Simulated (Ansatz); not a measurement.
Crystal: PbS.

```
CELL_PARAMETERS angstrom
2.07995 -5.99130 0.00000
2.07995 5.99130 0.00000
0.00000 0.00000 4.27932
ATOMIC_POSITIONS crystal
Pb 0.13056 0.86944 0.25000
Pb 0.86944 0.13056 0.75000
S 0.35480 0.64520 0.25000
S 0.64520 0.35480 0.75000
```

Measurements of this composition are mostly on another form, of space group No. 225.

- Program: Ansatz 0.2.0
- Task: relaxation of cell and atoms
- Functional: PBEsol0
- Potentials or basis: Ansatz PAW
- Cutoff: 420 eV (not typed: the program's choice for these potentials)
- k mesh: 4 × 4 × 3
- Occupations: fermi-dirac, width 0.05 eV
- Spin: no spin polarisation

At the start: volume 26.66 Å³/atom.

Problem. Where does the relaxation end?

Solution. It ends after 5 steps and the volume is 25.26 Å³/atom (-5.3 %); space group Cmcm (No. 63, to 0.05 Å).

Step by step:
| step | energy change (eV) | largest force (eV/Å) | volume (Å³) |
| --- | --- | --- | --- |
| 1 | 0.0000 | 0.2128 | 106.65 |
| 2 | -0.0021 | 0.3437 | 97.83 |
| 3 | -0.0400 | 0.0285 | 101.05 |
| 4 | -0.0402 | 0.0011 | 101.04 |
| 5 | -0.0396 | 0.0012 | 101.04 |

Final structure:
```
Pb S
1.0
     2.04236   -5.84902    0.00000
     2.04236    5.84902    0.00000
     0.00000    0.00000    4.22928
Pb S
2 2
Direct
  0.12931 0.87069 0.25000
  0.87069 0.12931 0.75000
  0.35685 0.64315 0.25000
  0.64315 0.35685 0.75000
```

Caveat: the k mesh is coarse (spacing up to 0.49 Å⁻¹), so the values aren't converged, least of all with exact exchange; the plane-wave basis is chosen anew once the cell has moved, so the energies of steps on either side of that aren't comparable; the PAW data sets come from PBE, with cores solved anew for the run's functional, which leaves a small shift of forces and pressure.
